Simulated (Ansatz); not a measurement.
# CdTe under strain — quadrupolar parameters

The cell is a structure deposited in the COD, relaxed with PBE at fixed cell and then changed (z compressed by 2 %, ions relaxed).

```
Cd Te
1.0
     0.00000    3.14000    3.07720
     3.14000    0.00000    3.07720
     3.14000    3.14000    0.00000
Cd Te
1 1
Cartesian
  0.0000 0.0000 0.0000
  1.5700 1.5700 1.5386
```

Atoms are numbered from 1 in the order listed; like atoms form one site, named after its first atom.

The numbers come from a DFT calculation in Ansatz (PBE, plane waves and PAW, scalar-relativistic, 420 eV cutoff, Γ-centred 12×12×12 k-points, Fermi–Dirac smearing 0.02 eV).

C_Q = eQV_zz/h, which is 24.18 MHz for Q = 1 b and V_zz = 10²¹ V/m²; η = (V_xx − V_yy)/V_zz. Directions are in the Cartesian axes of the cell vectors above, for the atom listed; none is given where the gradient is under 0.02 or η is above 0.95.

| site | first atom | first shell | V_zz (10²¹ V/m²) | η | direction of V_zz (x, y, z) |
| --- | --- | --- | --- | --- | --- |
| Cd | 1 | 4 Te at 2.70 Å | 0.60 | 0.00 | 0.00 0.00 1.00 |
| Te | 2 | 4 Cd at 2.70 Å | -1.22 | 0.00 | 0.00 0.00 1.00 |

An axis of threefold or higher order runs through Cd and Te, so V_zz lies along it and η is zero.

Without spin–orbit coupling the gradients at and beside Te can be off by some per cent, at some sites by more. At this changed cell the PBE pressure is 10 GPa.

The relaxation (1 step) took 13 s of wall time (13 s of CPU time) and 0.63 GiB at its peak, on 1 thread of Intel Xeon 6975P-C (Granite Rapids) (x86_64; 16 cores open to the job, memory cap 3.0 GiB, no GPU), a shared host with a load of 0.1 a core.
